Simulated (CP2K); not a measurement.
# In (P6_3/mmc) in CP2K: equation of state, part 2 of 2

CP2K 2026.2. Earlier steps stand in the parts before.

## (3) Single point, PBE, 26.01 Å³/atom (volume scaled by 0.98)

The input, in_eos.inp:

```
&GLOBAL
  PROJECT in_eos
  RUN_TYPE ENERGY_FORCE
  PRINT_LEVEL LOW
&END GLOBAL
&FORCE_EVAL
  METHOD QS
  STRESS_TENSOR ANALYTICAL
  &DFT
    BASIS_SET_FILE_NAME BASIS_MOLOPT_UZH
    POTENTIAL_FILE_NAME POTENTIAL_UZH
    WFN_RESTART_FILE_NAME previous-RESTART.kp
    &MGRID
      CUTOFF 450
      REL_CUTOFF 60
      NGRIDS 4
    &END MGRID
    &QS
      METHOD GPW
      EPS_DEFAULT 1.0E-10
    &END QS
    &KPOINTS
      SCHEME MONKHORST-PACK 9 9 5
      GAMMA_CENTERED T
      SYMMETRY T
      SYMMETRY_BACKEND SPGLIB
    &END KPOINTS
    &SCF
      SCF_GUESS RESTART
      EPS_SCF 1.0E-6
      MAX_SCF 100
      ADDED_MOS 10
      CHOLESKY OFF
      EPS_EIGVAL 1.0E-7
      &DIAGONALIZATION ON
        ALGORITHM STANDARD
      &END DIAGONALIZATION
      &MIXING ON
        METHOD BROYDEN_MIXING
        ALPHA 0.4
        BETA 1.5
        NBUFFER 8
      &END MIXING
      &SMEAR ON
        METHOD FERMI_DIRAC
        ELECTRONIC_TEMPERATURE [K] 580.226
      &END SMEAR
    &END SCF
    &XC
      &XC_FUNCTIONAL PBE
      &END XC_FUNCTIONAL
    &END XC
    &PRINT
      &KPOINTS ON
      &END KPOINTS
      &MULLIKEN ON
      &END MULLIKEN
      &MO ON
        ENERGIES T
        OCCUPATION_NUMBERS T
        &EACH
          QS_SCF 0
        &END EACH
        ADD_LAST NUMERIC
      &END MO
    &END PRINT
  &END DFT
  &SUBSYS
    &CELL
      ABC 3.3130983036 3.3130983036 5.4721676924
      ALPHA_BETA_GAMMA 90.0000000000 90.0000000000 119.9999999996
      PERIODIC XYZ
    &END CELL
    &COORD
      SCALED
      In  0.6666666667 0.3333333333 0.7500000000
      In  0.3333333333 0.6666666667 0.2500000000
    &END COORD
    &KIND In
      BASIS_SET TZVP-MOLOPT-PBE-GTH-q13
      POTENTIAL GTH-PBE-q13
    &END KIND
    &PRINT
      &ATOMIC_COORDINATES ON
      &END ATOMIC_COORDINATES
      &CELL ON
      &END CELL
      &SYMMETRY ON
      &END SYMMETRY
    &END PRINT
  &END SUBSYS
  &PRINT
    &FORCES ON
    &END FORCES
    &STRESS_TENSOR ON
    &END STRESS_TENSOR
  &END PRINT
&END FORCE_EVAL
```

Potentials or basis: POTENTIAL_UZH In GTH-PBE-q13; TZVP-MOLOPT-PBE-GTH basis.

The run is started by

```sh
$ OMP_NUM_THREADS=1 cp2k.psmp -i in_eos.inp -o in_eos.out
```

Wall time 86 s (1 thread of Arm Neoverse V1, shared host); peak memory 0.39 GiB.

The run converged. Its results:

| Property | Result |
| --- | --- |
| Free energy | -3065.1105 eV |
| Pressure | 2.7 GPa |
| Band gap on the k mesh | none (metal or under the smearing width) |

Caveat: the basis of atomic orbitals isn't converged, which shifts pressures, moduli and gaps.

## (4) Single point, PBE, 27.07 Å³/atom (volume scaled by 1.02)

Changes to in_eos.inp since step 3:

```diff
@@ -69,4 +69,4 @@
     &CELL
-      ABC 3.3130983036 3.3130983036 5.4721676924
-      ALPHA_BETA_GAMMA 90.0000000000 90.0000000000 119.9999999996
+      ABC 3.3575747290 3.3575747290 5.5456283735
+      ALPHA_BETA_GAMMA 90.0000000000 90.0000000000 120.0000000002
       PERIODIC XYZ
```

The run is started by

```sh
$ OMP_NUM_THREADS=1 cp2k.psmp -i in_eos.inp -o in_eos.out
```

Run time: 81 s. Hardware: 1 thread of Arm Neoverse V1, shared host; peak memory 0.39 GiB.

The run converged. Its results:

```
Free energy            : -3065.1344 eV
Pressure               : 1.0 GPa
Band gap on the k mesh : none (metal or under the smearing width)
```

Caveat: the basis of atomic orbitals isn't converged, which shifts pressures, moduli and gaps.

## (5) Single point, PBE, 25.48 Å³/atom (volume scaled by 0.96)

Changes to in_eos.inp since step 4:

```diff
@@ -69,4 +69,4 @@
     &CELL
-      ABC 3.3575747290 3.3575747290 5.5456283735
-      ALPHA_BETA_GAMMA 90.0000000000 90.0000000000 120.0000000002
+      ABC 3.2904051372 3.2904051372 5.4346859154
+      ALPHA_BETA_GAMMA 90.0000000000 90.0000000000 119.9999999996
       PERIODIC XYZ
```

The run is started by

```sh
$ OMP_NUM_THREADS=1 cp2k.psmp -i in_eos.inp -o in_eos.out
```

Wall time 97 s (1 thread of Arm Neoverse V1, shared host); peak memory 0.4 GiB.

The run converged. Its results:

```
Free energy            : -3065.0893 eV
Pressure               : 3.7 GPa
Band gap on the k mesh : none (metal or under the smearing width)
```

Caveat: the basis of atomic orbitals isn't converged, which shifts pressures, moduli and gaps.

## (6) Single point, PBE, 27.60 Å³/atom (volume scaled by 1.04)

Changes to in_eos.inp since step 5:

```diff
@@ -69,4 +69,4 @@
     &CELL
-      ABC 3.2904051372 3.2904051372 5.4346859154
-      ALPHA_BETA_GAMMA 90.0000000000 90.0000000000 119.9999999996
+      ABC 3.3793777732 3.3793777732 5.5816399564
+      ALPHA_BETA_GAMMA 90.0000000000 90.0000000000 119.9999999998
       PERIODIC XYZ
```

Potentials or basis: POTENTIAL_UZH In GTH-PBE-q13; TZVP-MOLOPT-PBE-GTH basis.

The run is started by

```sh
$ OMP_NUM_THREADS=1 cp2k.psmp -i in_eos.inp -o in_eos.out
```

It took 79 s on 1 thread of Arm Neoverse V1, shared host; peak memory 0.38 GiB.

Results (log left out):

```yaml
Free_energy: -3065.1389 eV
Pressure: 0.4 GPa
Band_gap_on_the_k_mesh: none (metal or under the smearing width)
```

Caveat: the basis of atomic orbitals isn't converged, which shifts pressures, moduli and gaps.

## (7) Single point, PBE, 24.95 Å³/atom (volume scaled by 0.94)

Changes to in_eos.inp since step 6:

```diff
@@ -69,4 +69,4 @@
     &CELL
-      ABC 3.3793777732 3.3793777732 5.5816399564
-      ALPHA_BETA_GAMMA 90.0000000000 90.0000000000 119.9999999998
+      ABC 3.2673945583 3.2673945583 5.3966798754
+      ALPHA_BETA_GAMMA 90.0000000000 90.0000000000 119.9999999990
       PERIODIC XYZ
```

The run is started by

```sh
$ OMP_NUM_THREADS=1 cp2k.psmp -i in_eos.inp -o in_eos.out
```

Run time: 98 s. Hardware: 1 thread of Arm Neoverse V1, shared host; peak memory 0.41 GiB.

It converged, with:

```
Free energy            : -3065.0608 eV
Pressure               : 4.9 GPa
Band gap on the k mesh : none (metal or under the smearing width)
```

Caveat: the basis of atomic orbitals isn't converged, which shifts pressures, moduli and gaps.

## (8) Single point, PBE, 28.13 Å³/atom (volume scaled by 1.06)

Changes to in_eos.inp since step 7:

```diff
@@ -69,4 +69,4 @@
     &CELL
-      ABC 3.2673945583 3.2673945583 5.3966798754
-      ALPHA_BETA_GAMMA 90.0000000000 90.0000000000 119.9999999990
+      ABC 3.4009030527 3.4009030528 5.6171927618
+      ALPHA_BETA_GAMMA 90.0000000000 90.0000000000 120.0000000003
       PERIODIC XYZ
```

The run is started by

```sh
$ OMP_NUM_THREADS=1 cp2k.psmp -i in_eos.inp -o in_eos.out
```

Wall time 83 s (1 thread of Arm Neoverse V1, shared host); peak memory 0.38 GiB.

Results (log left out):

* Free energy: -3065.1392 eV
* Pressure: -0.2 GPa
* Band gap on the k mesh: none (metal or under the smearing width)

Caveat: the basis of atomic orbitals isn't converged, which shifts pressures, moduli and gaps.

## (9) Equation of state, PBE

Potentials or basis: POTENTIAL_UZH In GTH-PBE-q13; TZVP-MOLOPT-PBE-GTH basis.

This step only gathers the single runs of the series.

What came out:

```yaml
Equilibrium_volume: 27.91 Å³/atom
Bulk_modulus_at_fixed_shape_and_positions: 30 GPa
Pressure_derivative_of_the_bulk_modulus: 6.9
```

Energy against volume, from the lowest point:
```tsv
volume (Å³/atom)	energy (meV/atom)
24.948	39.24
25.478	24.99
26.009	14.39
26.540	7.01
27.071	2.41
27.602	0.18
28.133	0.00
```

Caveat: the cell was scaled at fixed shape and fractional positions, which overstates the stiffness of a crystal with free parameters, most of all of layers and chains; the basis of atomic orbitals isn't converged, which shifts pressures, moduli and gaps.
